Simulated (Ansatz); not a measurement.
SrO (Fm-3m), a vibration from a frozen displacement

Computed with DFT PBE, scalar-relativistic, plane waves, PAW in Ansatz. Settings: plane waves to 420 eV, k-mesh 8×8×8 (Γ-centred), Gaussian smearing 0.05 eV. No spin polarisation. Energies are free energies at this smearing, counted from the undisturbed cell; pressure is positive in compression.

The starting cell (as given, not relaxed at this level; it stands at 2.9 GPa):

```
CELL_PARAMETERS angstrom
0.00000 2.56980 2.56980
2.56980 0.00000 2.56980
2.56980 2.56980 0.00000
ATOMIC_POSITIONS crystal
Sr 0.00000 0.00000 0.00000
O 0.50000 0.50000 0.50000
```

Every Sr atom is moved by x along the Cartesian unit vector (0.000, 0.000, -1.000); the cell and all other atoms stay fixed. The cell's volume is 33.94 Å³; the moved atoms weigh 87.620 u together and the others 15.999 u. Some rows repeat others by symmetry and weren't run.

```
  x (Å)  ΔE (meV/cell) total force on the moved atoms along the move (eV/Å) pressure (GPa)
-0.1000          11.24                                                0.2336          3.1805
-0.0875           8.53                                                0.2008          3.1189
-0.0750           6.21                                                0.1694          3.0662
-0.0625           4.29                                                0.1393          3.0218
-0.0500           2.73                                                0.1102          2.9858
-0.0375           1.53                                                0.0819          2.9579
-0.0250           0.68                                                0.0543          2.9386
-0.0125           0.17                                                0.0270          2.9268
 0.0000           0.00                                                0.0000          2.9223
 0.0125           0.17                                               -0.0270          2.9268
 0.0250           0.68                                               -0.0543          2.9386
 0.0375           1.53                                               -0.0819          2.9579
 0.0500           2.73                                               -0.1102          2.9858
 0.0625           4.29                                               -0.1393          3.0218
 0.0750           6.21                                               -0.1694          3.0662
 0.0875           8.53                                               -0.2008          3.1189
 0.1000          11.24                                               -0.2336          3.1805
```

Q: What frequency belongs to this motion?

A: The force constant is k = −dF/dx = 2.160 eV/Å², from the parabola through x = -0.0125, 0 and 0.0125. In every cell the moved atoms swing against the rest, so the mass is μ = m₁m₂/(m₁ + m₂) = 13.529 u, and ν̃ = 521.5 cm⁻¹ × √(|k|/μ) = 208 cm⁻¹, at this cell's pressure of 2.9 GPa. To first order in x, and within 1 %, the force on every atom lies along the move and, within each of the two groups, in proportion to the atom's mass, so this is itself a mode at the zone centre of this cell, taken without macroscopic field (the transverse frequency in a polar insulator).

Q: How far does the harmonic law reach?

A: At x = -0.100 Å, kx²/2 = 10.80 meV against the computed 11.24 meV (+4.1 %): the well is still close to harmonic there.